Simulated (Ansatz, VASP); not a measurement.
Given: the input of a run of VASP 6.6.1 on ZnCu.

Contents of INCAR:

```
SYSTEM = ZnCu
PREC = Accurate
ENCUT = 520
EDIFF = 1E-7
ISMEAR = -1
SIGMA = 0.05
LREAL = .False.
LASPH = .True.
NELM = 100
ALGO = Normal
ISIF = 2
LWAVE = .False.
LCHARG = .False.
GGA = PE
NBANDS = 18
```

The input KPOINTS:

```
regular mesh
0
Gamma
  9 9 9
  0 0 0
```

File POSCAR:

```
ZnCu
1.0
    2.9450000000      0.0000000000      0.0000000000
    0.0000000000      2.9450000000      0.0000000000
    0.0000000000      0.0000000000      2.9450000000
Zn Cu
1 1
Direct
    0.5111030000      0.5042410000      0.4952780000
   -0.0228300000     -0.0090300000      0.0035500000
```

Potentials or basis: VASP PAW PBE potentials, release 64 (Zn, Cu).

Command:

```sh
$ cat potpaw_PBE.64/Zn/POTCAR potpaw_PBE.64/Cu/POTCAR > POTCAR
$ mpirun -np 1 vasp_std > vasp.out
```

**Question.** Translate it to Ansatz 0.2.0. Potentials there: Ansatz PAW.

**Answer.** As run (the cutoff follows the program's own potentials):

The input input.yaml:

```yaml
crystal:
  lattice:
    - [2.945, 0.0, 0.0]
    - [0.0, 2.945, 0.0]
    - [0.0, 0.0, 2.945]
  atoms:
    - { symbol: Zn, position: [0.511103, 0.504241, 0.495278] }
    - { symbol: Cu, position: [-0.02283, -0.00903, 0.00355] }
hamiltonian:
  xc: pbe
  pseudopotentials: { kind: paw }
kpoints:
  mp_grid: { grid: [9, 9, 9] }
scf:
  occupations: { method: fermi_dirac, width: 0.05 }
output:
  forces: true
  stress: true
  eigenvalues: true
```

Potentials or basis: Ansatz PAW.

The run is started by

```sh
$ ansatz run input.yaml --threads 2 --pin off --max-ram 5120MiB --backend cpu --events-out ev --progress --plain --runs-dir out
```

Both were run:

|  | VASP | Ansatz | Ansatz less VASP |
| --- | --- | --- | --- |
| gap on the k mesh at the Fermi level (eV) | none | none | - |
| pressure (GPa) | 3.8 | 3.2 | -0.55 |
| largest component of the traceless stress (GPa) | 0.44 | 0.44 | -0.007 |
| rms of the force components (eV/Å) | 0.317 | 0.313 | -0.0044 |

Atom by atom the forces differ by 0.004 eV/Å (rms over components). A gap of «none» marks a metal or a gap that the smearing closes. The two sets of potentials don't hold the same shells in valence.
